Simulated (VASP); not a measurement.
Input of a VASP 6.6.1 run:

The input INCAR:

```
SYSTEM = SnTe
PREC = Accurate
ENCUT = 520
EDIFF = 1E-6
ISMEAR = 0
SIGMA = 0.01
LREAL = .FALSE.
LASPH = .TRUE.
NELM = 80
ALGO = Normal
ISIF = 2
LWAVE = .FALSE.
LCHARG = .FALSE.
GGA = PE
NBANDS = 17
```

The input KPOINTS:

```
regular mesh
0
G
  10 10 10
  0 0 0
```

File POSCAR:

```
SnTe
1.0
    0.0000000000      3.2064870538      3.2064870538
    3.2064870538      0.0000000000      3.2064870538
    3.2064870538      3.2064870538      0.0000000000
Sn Te
1 1
Direct
    0.0000000000      0.0000000000      0.0000000000
    0.5000000000      0.5000000000      0.5000000000
```

Potentials or basis: VASP PAW PBE potentials, release 64 (Sn_d, Te).

Run with:

```bash
$ cat potpaw_PBE.64/Sn_d/POTCAR potpaw_PBE.64/Te/POTCAR > POTCAR
$ mpirun -np 1 vasp_std > vasp.out
```

(1) What does it give for the band gap on the k mesh?

(2) What does it give for the pressure?

## Answers

(1) 0.06 eV.

(2) -0.1 GPa.

Caveat: spin-orbit coupling is left out, which moves the levels of the heavy elements.

**Experimental background.**

From a printed reference work, textbook, for a bulk crystal of SnTe at 300 K: band gap 0.18 eV (direct).

Measured gap of SnTe: 0.18 eV (direct; 300 K; a printed reference work, textbook). This calculation gives 0.06 eV (-0.12 eV). Spin-orbit coupling on Sn, Te is left out. The value is that of PBE on a finite k mesh, which can miss the band edges, without temperature or zero-point motion. Semilocal functionals fall short of measured gaps as a rule.
